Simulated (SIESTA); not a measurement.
The system is ZnSiP2.

```
Zn P Si
1.0
    -2.68670    2.68670    5.23003
     2.68670   -2.68670    5.23003
     2.68670    2.68670   -5.23003
Zn P Si
2 4 2
Cartesian
  0.0000 2.6867 2.6150
  0.0000 0.0000 0.0000
  1.3434 -1.2504 3.9225
  1.3434 3.9371 -1.3075
  1.2504 1.3434 6.5375
  1.4363 1.3434 1.3075
  2.6867 0.0000 2.6150
  0.0000 0.0000 5.2300
```

The cell is a database's computed one.

Base run:

| Quantity | Value |
| --- | --- |
| Program | SIESTA 5.4.2 |
| Functional | PBE |
| Potentials or basis | PseudoDojo 0.4 standard (PBE files) |
| Basis | DZP (energy shift 0.003 Ry; two zetas on semicore shells) |
| Grid cutoff | 800 Ry |
| Energy shift | 0.003 Ry |
| k mesh | 7 × 7 × 7 |
| Occupations | fermi-dirac, width 0.05 eV |
| Spin | no spin polarisation |

Its results: band gap on the k mesh 1.30 eV, direct; pressure 3.6 GPa; largest force 0.087 eV/Å.

Question: The run is repeated on the same cell with these changes: functional from PBE to PBEsol; potentials or basis from PseudoDojo 0.4 standard (PBE files) to PseudoDojo 0.4 standard (PBEsol files). What comes out?

Answer: Band gap on the k mesh 1.19 eV, direct; pressure 0.7 GPa; largest force 0.188 eV/Å.

Caveats: short orbitals over semicore shells can move pressures by several GPa; the valence orbitals were made in a potential fitted to the semicore shell under them, which widens gaps by tenths of an eV or more; the basis of atomic orbitals isn't converged, which shifts pressures, moduli and gaps.
